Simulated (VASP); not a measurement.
# Ir (Fm-3m) in VASP: a series of runs, part 2 of 2

VASP 6.6.1.

## (4) Relaxation of cell and atoms, PBE+D3(BJ)

Contents of INCAR:

```
PREC = Accurate
ENCUT = 600
EDIFF = 1E-6
ISMEAR = 1
SIGMA = 0.1
LREAL = F
LASPH = T
NELM = 80
ALGO = Normal
ISIF = 3
LWAVE = F
LCHARG = F
GGA = PE
IVDW = 12
IBRION = 2
NSW = 90
EDIFFG = -0.01
```

Contents of KPOINTS:

```
regular mesh
0
Gamma
  16 16 16
```

Contents of POSCAR:

```
Ir
1.0
    0.0000000000      1.9156000000      1.9156000000
    1.9156000000      0.0000000000      1.9156000000
    1.9156000000      1.9156000000      0.0000000000
Ir
1
Direct
    0.0000000000      0.0000000000      0.0000000000
```

Potentials or basis: VASP PAW PBE potentials, release 64 (Ir).

On the command line:

```bash
cat potpaw_PBE.64/Ir/POTCAR > POTCAR
mpirun -np 1 vasp_std > vasp.out
```

OUTCAR:

```text
PREC = Accurate
   ENCUT = 600
   EDIFF = 1E-6
   ISMEAR = 1
   LREAL = F
   LASPH = T
   NELM = 80
   ISIF = 3
   GGA = PE
   IVDW = 12
   IBRION = 2
   NSW = 90
   EDIFFG = -0.01
 IVDW          = 12

 ion  position               nearest neighbor table
   1  0.000  0.000  0.000-

  LATTYP: Found a face centered cubic cell.
 ALAT       =     3.8312000000

  Lattice vectors:

 A1 = (   0.0000000000,   1.9156000000,   1.9156000000)
 A2 = (   1.9156000000,   0.0000000000,   1.9156000000)
 A3 = (   1.9156000000,   1.9156000000,   0.0000000000)

Analysis of symmetry for initial positions (statically):
=====================================================================
 Subroutine PRICEL returns:
 Original cell was already a primitive cell.

 Routine SETGRP: Setting up the symmetry group for a
 face centered cubic supercell.

 Subroutine GETGRP returns: Found 48 space group operations
 (whereof 48 operations were pure point group operations)
 out of a pool of 48 trial point group operations.

The static configuration has the point symmetry O_h .

Analysis of symmetry for dynamics (positions and initial velocities):
=====================================================================
 Subroutine PRICEL returns:
 Original cell was already a primitive cell.

 Routine SETGRP: Setting up the symmetry group for a
 face centered cubic supercell.

 Subroutine GETGRP returns: Found 48 space group operations
 (whereof 48 operations were pure point group operations)
 out of a pool of 48 trial point group operations.

The dynamic configuration has the point symmetry O_h .

 Subroutine INISYM returns: Found 48 space group operations
 (whereof 48 operations are pure point group operations),
 and found     1 'primitive' translations

----------------------------------------------------------------------------------------

                                     Primitive cell

  volume of cell :      14.0587

  direct lattice vectors                    reciprocal lattice vectors
     0.000000000  1.915600000  1.915600000    -0.261014826  0.261014826  0.261014826
     1.915600000  0.000000000  1.915600000     0.261014826 -0.261014826  0.261014826
     1.915600000  1.915600000  0.000000000     0.261014826  0.261014826 -0.261014826

  length of vectors
     2.709067500  2.709067500  2.709067500     0.452090940  0.452090940  0.452090940

  position of ions in fractional coordinates (direct lattice)
     0.000000000  0.000000000  0.000000000

  ion indices of the primitive-cell ions
   primitive index   ion index
                 1           1

----------------------------------------------------------------------------------------

 KPOINTS: regular mesh

Automatic generation of k-mesh.
 Grid dimensions read from file:
 generate k-points for:   16   16   16

 Generating k-lattice:

  Cartesian coordinates                     Fractional coordinates (reciprocal lattice)
    -0.016313427  0.016313427  0.016313427     0.062500000  0.000000000  0.000000000
     0.016313427 -0.016313427  0.016313427     0.000000000  0.062500000  0.000000000
     0.016313427  0.016313427 -0.016313427     0.000000000  0.000000000  0.062500000

  Length of vectors
     0.028255684  0.028255684  0.028255684

  Shift w.r.t. Gamma in fractional coordinates (k-lattice)
     0.000000000  0.000000000  0.000000000

 Subroutine IBZKPT returns following result:
 ===========================================

 Found    145 irreducible k-points:

 Following reciprocal coordinates:
            Coordinates               Weight
  0.000000  0.000000  0.000000      1.000000
  0.062500  0.000000  0.000000      8.000000
  0.125000  0.000000  0.000000      8.000000
  0.187500  0.000000  0.000000      8.000000
  0.250000  0.000000  0.000000      8.000000
  0.312500  0.000000  0.000000      8.000000
[... 16 lines left out ...]
 -0.125000  0.062500  0.000000     24.000000
 -0.062500  0.062500  0.000000     12.000000
 [... further k-points ...]
   k-points           NKPTS =    145   k-points in BZ     NKDIM =    145   number of bands    NBANDS=      8
   number of dos      NEDOS =    301   number of ions     NIONS =      1
   total plane-waves  NPLWV =  13824
   dimension x,y,z NGX =    24 NGY =   24 NGZ =   24
   dimension x,y,z NGXF=    48 NGYF=   48 NGZF=   48
   ions per type =               1
   NGX,Y,Z   is equivalent  to a cutoff of  14.73, 14.73, 14.73 a.u.
   NGXF,Y,Z  is equivalent  to a cutoff of  29.46, 29.46, 29.46 a.u.
 SYSTEM =  unknown system
   PREC   = accura    normal or accurate (medium, high low for compatibility)
   ISTART =      0    job   : 0-new  1-cont  2-samecut
   ICHARG =      2    charge: 1-file 2-atom 10-const
   ISPIN  =      1    spin polarized calculation?
   LNONCOLLINEAR =      F non collinear calculations
   LSORBIT =      F    spin-orbit coupling
   LASPH  =      T    aspherical Exc in radial PAW
   ENCUT  =  600.0 eV  44.10 Ry    6.64 a.u.   5.41  5.41  5.41*2*pi/ulx,y,z
   NELM   =     80;   NELMIN=  2; NELMDL= -5     # of ELM steps
   EDIFF  = 0.1E-05   stopping-criterion for ELM
   LREAL  =      F    real-space projection
   EDIFFG = -.1E-01   stopping-criterion for IOM
   NSW    =     90    number of steps for IOM
   IBRION =      2    ionic relax: 0-MD 1-quasi-New 2-CG
   NFREE  =      1    steps in history (QN), initial steepest desc. (CG)
   ISIF   =      3    stress and relaxation
   ISYM   =      2    0-nonsym 1-usesym 2-fastsym
   POTIM  = 0.5000    time-step for ionic-motion
   TEBEG  =    0.0;   TEEND  =   0.0 temperature during run
   PSTRESS=    0.0 pullay stress
   NELECT =       9.0000    total number of electrons
   NUPDOWN=      -1.0000    fix difference up-down
   EMIN   =  10.00;   EMAX   =-10.00  energy-range for DOS
   EFERMI =   0.00;   METHOD = LEGACY
   ISMEAR =     1;   SIGMA  =   0.10  broadening in eV -4-tet -1-fermi 0-gaus
   EFERMI_NEDOS =   21; number of points for ismear=-14 and -15
   IALGO  =     38    algorithm
   IMIX   =      4    mixing-type and parameters
     AMIX     =   0.40;   BMIX     =  1.00
     AMIX_MAG =   1.60;   BMIX_MAG =  1.00
  volume/ion in A,a.u.               =      14.06        94.87
  Fermi-wavevector in a.u.,A,eV,Ry     =   1.410937  2.666284 27.085691  1.990742
  Thomas-Fermi vector in A             =   2.532839
   LORBIT       =      0    0 simple, 1 ext, 2 COOP (PROOUT), +10 PAW based schemes
   GGA     = PE    functional components
   LHFCALC =     F    Hartree Fock is set to
   AEXX    =    0.0000 exact exchange contribution
   IVDW    =    12    specifies the selected vdW correction
   LEPSILON=     F    determine dielectric tensor
   LRPA    =     F    only Hartree local field effects (RPA)
 conjugate gradient relaxation of ions
 non-spin polarized calculation
 Methfessel and Paxton  Order N= 1 SIGMA  =   0.10
  energy-cutoff  :      600.00
  volume of cell :       14.06
 maximum number of plane-waves:       493
 NGX is ok and might be reduce to    24
   NGX = 11   NGY = 11   NGZ = 11

--------------------------------------- Ionic step        1  -------------------------------------------

 number of electron       9.0000000 magnetization

 Free energy of the ion-electron system (eV)
  ---------------------------------------------------
  ext. energy  EPLUGINS =         0.00000000
  ---------------------------------------------------
  free energy    TOTEN  =        -8.82332613 eV

  energy without entropy =       -8.82300922  energy(sigma->0) =       -8.82322049

------------------------ aborting loop because EDIFF is reached ----------------------------------------

 Edisp (eV)   -0.73991

 E8    (eV) :    -0.3451
[... 30 lines left out ...]
--------------------------------------- Ionic step        2  -------------------------------------------

 number of electron       9.0000000 magnetization

 E-fermi :   9.6939     XC(G=0): -13.7413

 val. band max:        9.6832841457   @ k =   0.3125   0.2500   0.0625
 cond. band min:       9.6992635316   @ k =  -0.3750   0.1875   0.0000
 fundamental gap:      0.0159793859
 Fermi energy:         9.6938636811

 k-point     1 :       0.0000    0.0000    0.0000
  band No.  band energies     occupation
      1      -0.9768      2.00000
      2       6.0591      2.00000
      3       6.0591      2.00000
      4       6.0591      2.00000
      5       8.5770      2.00000
      6       8.5770      2.00000
      7      24.1007      0.00000
      8      29.4433      0.00000
[... 291 lines left out ...]
--------------------------------------- Ionic step        3  -------------------------------------------

 number of electron       9.0000000 magnetization

 Free energy of the ion-electron system (eV)
  ---------------------------------------------------
  ext. energy  EPLUGINS =         0.00000000
  ---------------------------------------------------
  free energy    TOTEN  =        -8.83253933 eV

  energy without entropy =       -8.83222627  energy(sigma->0) =       -8.83243497

 E-fermi :  10.3389     XC(G=0): -13.9648

 val. band max:       10.3333736770   @ k =   0.3125   0.2500   0.0625
 cond. band min:      10.3415030203   @ k =   0.3750   0.0625   0.0000
 fundamental gap:      0.0081293433
 Fermi energy:        10.3389369949

 k-point     1 :       0.0000    0.0000    0.0000
  band No.  band energies     occupation
      1      -0.7376      2.00000
      2       6.4837      2.00000
      3       6.4837      2.00000
      4       6.4837      2.00000
      5       9.1585      2.00000
      6       9.1585      2.00000
      7      24.6736      0.00000
      8      30.2395      0.00000
[... 285 lines left out ...]
  FREE ENERGIE OF THE ION-ELECTRON SYSTEM (eV)
  ---------------------------------------------------
  free  energy   TOTEN  =        -9.5648394738 eV

  energy  without entropy=       -9.5645264204  energy(sigma->0) =       -9.56473512

 reached required accuracy - stopping structural energy minimisation
```

It took 20 s on 1 thread of Intel Xeon Platinum 8488C (Sapphire Rapids), shared host; peak memory 0.17 GiB.

Results:

| Item | Value |
| --- | --- |
| Free energy | -9.5648 eV |
| Relaxed volume | 14.20 Å³/atom |
| Relaxed cell | a = 2.718 Å, b = 2.718 Å, c = 2.718 Å, α = 60.00°, β = 60.00°, γ = 60.00° |
| Space group after relaxing (to 0.05 Å) | Fm-3m (No. 225) |
| Energy gained by relaxing | 1.6 meV/atom |
| Ionic steps | 3 |
| Pressure after relaxing | 0.0 GPa |
| Band gap on the k mesh | none (metal or under the smearing width) |
| Dispersion energy per atom | -0.732 eV |

Step by step:
```
step  energy change (eV)  largest force (eV/Å)  pressure (GPa)  volume (Å³)
   1              0.0000                0.0000            3.78        14.06
   2              0.0213                0.0000          -12.87        14.74
   3             -0.0016                0.0000           -0.04        14.20
```

Final structure:
```
Ir
1.0
     0.00000    1.92196    1.92196
     1.92196    0.00000    1.92196
     1.92196    1.92196    0.00000
Ir
1
Direct
  0.00000 0.00000 0.00000
```

Caveat: pairwise dispersion overbinds metals, which lowers pressure and volume.
